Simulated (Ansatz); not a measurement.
Input and output of a single-point calculation on ZnO in the wurtzite structure (the plane-wave code Ansatz, HSE06). The cell was relaxed with r2SCAN and then strained (uniaxial +4.0 % along z, other directions held), with the atoms relaxed again with r2SCAN; k points keep the names of the unstrained zone.

input.yaml:
```yaml
crystal:
  lattice:
    - [3.2353408669, 0.0, 0.0]
    - [-1.6176704335, 2.8018873806, 0.0]
    - [0.0, 0.0, 5.4193899048]
  atoms:
    - { symbol: Zn, position: [0.3333333333, 0.6666666667, 0.0019998593] }
    - { symbol: Zn, position: [0.6666666667, 0.3333333333, 0.5019998593] }
    - { symbol: O, position: [0.3333333333, 0.6666666667, 0.3730001407] }
    - { symbol: O, position: [0.6666666667, 0.3333333333, 0.8730001407] }
kpoints:
  mp_grid: { grid: [6, 6, 4] }
  band_path:
    path:
      - [0.0, 0.0, 0.0]
      - [0.5, 0.0, 0.0]
      - [0.3333333333, 0.3333333333, 0.0]
      - [0.0, 0.0, 0.5]
      - [0.5, 0.0, 0.5]
      - [0.3333333333, 0.3333333333, 0.5]
    npoints: 1
hamiltonian:
  xc: hse06
scf:
  occupations: { method: fixed }
  n_extra_bands: 5
output:
  forces: true
  stress: true
  eigenvalues: true
```

Wall time 27 s on 1 × NVIDIA H100 80GB HBM3 with 2 threads of AMD EPYC 7R13 Processor (Zen 3), with other jobs on the host, load about 0.8 per core; peak host memory 2.3 GiB.

Main lines of the log:
```
scf.n_extra_bands = 5 over 18 filled bands (N_el = 36.0): the run solves 23 bands
Pseudopotential: Zn, paw, valence charge 12, recommended cutoff 420 eV (normal)
Pseudopotential: O, paw, valence charge 6, recommended cutoff 420 eV (normal)
Functional definition: HSE06
Crystal: 4 atoms, lattice volume = 49.127 Å³
Basis set: ecut = 420 eV, 967 PW (Γ)
Symmetry: 12 space group operations
Space group: P63mc (ITA 186)
k-points: 21 of 144 (time reversal used)
Exchange kernel: α = 0.2500, screened, ω = 0.2079 Å⁻¹, Wigner–Seitz truncation, v(0) = 1044.6524 eV·Å³, q-mesh 6×6×4
hybrid outer 1: dexx = +2.510e-2 eV, tail = 9.20e-5 eV
hybrid outer 2: dexx = +1.546e-6 eV, tail = 4.05e-8 eV, Δε = 5.13e-3 eV, ΔF = 2.26e-4 eV/Å
Free energy (F): -7773.375749 eV
Fermi energy:    5.521679 eV
--- Forces (eV/Å), atoms counted from 1 ---
  atom   1  Zn      0.00000      0.00000    -0.02005
  atom   2  Zn      0.00000      0.00000    -0.02005
  atom   3  O       0.00000      0.00000      0.02004
  atom   4  O       0.00000      0.00000      0.02004
--- Stress (GPa, compression-positive) ---
       -2.141875       0.000000       0.000000
        0.000000      -2.141875       0.000000
        0.000000       0.000000      -7.413281
  P = ⅓ Tr σ = -3.8990 GPa (-38.990 kbar)
```

Levels at the listed points, from bands.tsv (eV from the Fermi energy, bands near the gap, counted from 0):
```tsv
# k_distance	band_13	band_14	band_15	band_16	band_17	band_18	band_19	band_20	band_21
# fermi_ev = 5.521679
# [0, 0, 0] at k_distance = 0.000000
# [0.5, 0, 0] at k_distance = 1.121242
# [0.3333333333, 0.3333333333, 0] at k_distance = 1.768591
# [0, 0, 0.5] at k_distance = 3.187143
# [0.5, 0, 0.5] at k_distance = 4.308384
# [0.3333333333, 0.3333333333, 0.5] at k_distance = 4.955733
# levels_relative_to = fermi_ev
0.000	-0.770	-0.770	-0.121	0.000	0.000	2.376	7.243	9.818	15.236
1.121	-3.646	-2.970	-2.158	-1.431	-0.796	7.657	8.651	9.025	10.787
1.769	-3.801	-3.801	-2.055	-2.055	-1.767	9.039	9.797	9.797	10.011
3.187	-2.598	-0.383	-0.383	-0.383	-0.383	5.091	5.091	11.807	11.807
4.308	-4.282	-1.546	-1.546	-1.458	-1.458	7.377	7.377	10.493	10.493
4.956	-4.082	-2.789	-2.789	-1.380	-1.380	9.678	9.678	9.728	9.728
```
In order the rows are Γ, M, K, A, L, H.

The HSE06 gap is direct at Γ: 2.38 eV. The mean pressure at these positions is -3.9 GPa, compression counted positive. (The program warns that its thresholds are loose for a hybrid's stress.) The largest force is 0.02 eV/Å.

(Simulation; spin polarisation is off.)

The meshes of the hybrids are coarse, so their gaps aren't converged to the digits shown.
